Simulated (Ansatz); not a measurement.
A 2-atom cell of GaAs started from a crystallographic database at its r2SCAN geometry, run in Ansatz 0.2.0 at 4 levels of theory. No magnetic order and no zero-point or thermal motion.

The LDA input:
```yaml
crystal:
  lattice:
    - [0.0, 2.8330831922, 2.8330831922]
    - [2.8330831922, 0.0, 2.8330831922]
    - [2.8330831922, 2.8330831922, 0.0]
  atoms:
    - { symbol: Ga, position: [0.0, 0.0, 0.0] }
    - { symbol: As, position: [0.25, 0.25, 0.25] }
kpoints:
  mp_grid: { grid: [8, 8, 8] }
  band_path:
    path:
      - [0.0, 0.0, 0.0]
      - [-0.5, -0.5, 0.0]
      - [-0.375, -0.375, 0.25]
      - [-0.375, 0.0, 0.375]
      - [0.0, 0.0, 0.5]
      - [-0.5, -0.25, 0.25]
    npoints: 1
hamiltonian:
  xc: lda
scf:
  occupations: { method: fixed }
  n_extra_bands: 4
output:
  forces: true
  stress: true
  eigenvalues: true
  write_density: true
  write_potential: true
  elf: true
  volumetric_format: npy
```

Main results, then, where recorded, the levels near the gap in eV from the Fermi energy (columns number the bands from 0), one row a point of the path (Γ, X, U, K, L, W):
```
Crystal: 2 atoms, lattice volume = 45.479 Å³
Symmetry: 24 space group operations
Space group: F-43m (ITA 216)
```
```
Basis set: ecut = 420 eV, 893 PW (Γ)
k-points: 29 of 512 (time reversal used)
SCF 1 converged in 6 iterations: F = -8481.280916 eV  dr2 = 3.26e-9
Free energy (F): -8481.280916 eV
Fermi energy:    7.782405 eV
--- Stress (GPa, compression-positive) ---
       -2.334632       0.000000       0.000000
        0.000000      -2.334632       0.000000
        0.000000       0.000000      -2.334632
  P = ⅓ Tr σ = -2.3346 GPa (-23.346 kbar)
```
```tsv
band_11	band_12	band_13	band_14	band_15	band_16
0.000	0.000	0.000	0.234	3.684	3.684
-6.843	-2.661	-2.661	1.361	1.559	9.990
-6.659	-3.850	-2.244	1.858	4.531	7.784
-6.659	-3.850	-2.244	1.858	4.531	7.784
-6.655	-1.134	-1.134	0.828	4.592	4.592
-6.660	-3.525	-3.335	4.503	4.632	5.276
```

LDA gives a direct gap of 0.23 eV at Γ.

PBE+SOC. Against the first input these blocks differ (the band path and keys that only write files left aside):
```yaml
hamiltonian:
  xc: pbe
scf:
  occupations: { method: fermi_dirac, width: 0.02 }
  n_extra_bands: 8
magnetization:
  noncollinear: true
  spin_orbit: true
```

```
Basis set: ecut = 420 eV, 893 PW (Γ)
k-points: 29 of 512 (time reversal used)
SCF 1 converged in 7 iterations: F = -8640.047414 eV  dr2 = 8.69e-8
Free energy (F): -8640.047414 eV
Fermi energy:    8.389642 eV
--- Stress (GPa, compression-positive) ---
        2.767775       0.000000       0.000000
        0.000000       2.767775       0.000000
        0.000000       0.000000       2.767775
  P = ⅓ Tr σ = 2.7678 GPa (27.678 kbar)
```
```tsv
band_22	band_23	band_24	band_25	band_26	band_27	band_28	band_29	band_30	band_31	band_32	band_33
-0.520	-0.520	-0.186	-0.186	-0.186	-0.186	0.172	0.172	3.317	3.317	3.502	3.502
-7.076	-7.076	-2.992	-2.992	-2.908	-2.908	1.188	1.188	1.371	1.371	9.782	9.782
-6.915	-6.867	-4.148	-4.090	-2.533	-2.531	1.673	1.677	4.296	4.359	7.598	7.618
-6.915	-6.867	-4.148	-4.090	-2.533	-2.531	1.673	1.677	4.296	4.359	7.598	7.618
-6.893	-6.893	-1.531	-1.531	-1.326	-1.326	0.689	0.689	4.304	4.304	4.387	4.387
-6.920	-6.864	-3.863	-3.741	-3.619	-3.580	4.187	4.372	4.424	4.454	5.045	5.146
```

With PBE+SOC the gap is 0.36 eV and direct, at Γ. At this geometry PBE+SOC finds +2.77 GPa, compression counted positive: its own equilibrium volume is larger.

r2SCAN. Against the first input these blocks differ (the band path and keys that only write files left aside):
```yaml
hamiltonian:
  xc: r2scan
```

```
Basis set: ecut = 500 eV, 1139 PW (Γ)
k-points: 29 of 512 (time reversal used)
SCF 1 converged in 7 iterations: F = -8655.754429 eV  dr2 = 9.03e-9
Free energy (F): -8655.754429 eV
Fermi energy:    7.848115 eV
--- Stress (GPa, compression-positive) ---
        0.011617       0.000000       0.000000
        0.000000       0.011617       0.000000
        0.000000       0.000000       0.011617
  P = ⅓ Tr σ = 0.0116 GPa (0.116 kbar)
```
```tsv
band_11	band_12	band_13	band_14	band_15	band_16
0.000	0.000	0.000	0.962	4.048	4.048
-6.955	-2.752	-2.752	1.775	1.959	10.826
-6.760	-3.935	-2.320	2.282	5.017	8.520
-6.760	-3.935	-2.320	2.282	5.017	8.520
-6.774	-1.175	-1.175	1.353	4.994	4.994
-6.759	-3.611	-3.403	5.001	5.066	5.896
```

The r2SCAN gap is direct at Γ: 0.96 eV. The mean stress is close to zero (0.01 GPa).

Q: Another run on the same cell gave
```
Basis set: ecut = 420 eV, 893 PW (Γ)
k-points: 16 of 216 (time reversal used)
SCF 1 stopped early in 4 iterations: F = -8639.820719 eV  dr2 = 4.89e-6
SCF 2 stopped early in 7 iterations: F = -8641.586389 eV  dr2 = 2.31e-7
hybrid outer 1: dexx = +1.059e-2 eV, tail = 6.70e-5 eV
SCF 3 converged in 5 iterations: F = -8641.586511 eV  dr2 = 2.02e-9
hybrid outer 2: dexx = +1.040e-6 eV, tail = 3.75e-8 eV, Δε = 2.92e-3 eV
Free energy (F): -8641.586511 eV
Fermi energy:    7.691234 eV
--- Stress (GPa, compression-positive) ---
        0.627835       0.000000       0.000000
        0.000000       0.627835       0.000000
        0.000000       0.000000       0.627835
  P = ⅓ Tr σ = 0.6278 GPa (6.278 kbar)
```
```tsv
band_11	band_12	band_13	band_14	band_15	band_16
0.000	0.000	0.000	1.364	4.531	4.531
-7.358	-2.887	-2.887	2.070	2.324	11.471
-7.141	-4.151	-2.429	2.633	5.486	9.052
-7.141	-4.151	-2.429	2.633	5.486	9.052
-7.178	-1.223	-1.223	1.738	5.452	5.452
-7.136	-3.810	-3.572	5.448	5.596	6.364
```
Which level of theory and mesh gave it?

A: It is HSE06, judged by the exchange loop and the size of the gap (a near hybrid could fit too), on 6×6×6; the blocks that differ from the first input, but for the band path:
```yaml
kpoints:
  mp_grid: { grid: [6, 6, 6] }
hamiltonian:
  xc: hse06
```
With HSE06 the gap is 1.36 eV and direct, at Γ. The mean pressure is +0.6 GPa (compression positive), so HSE06 would enlarge the cell's volume. (The program warns that its thresholds are loose for a hybrid's stress.)

Small level splittings and stresses of the hybrids carry the error of their coarser meshes.

Totals of different functionals, or with and without spin-orbit coupling, can't be compared.

Only the levels marked +SOC include spin-orbit coupling.

The meshes of the hybrids are coarse, so their gaps aren't converged to the digits shown.
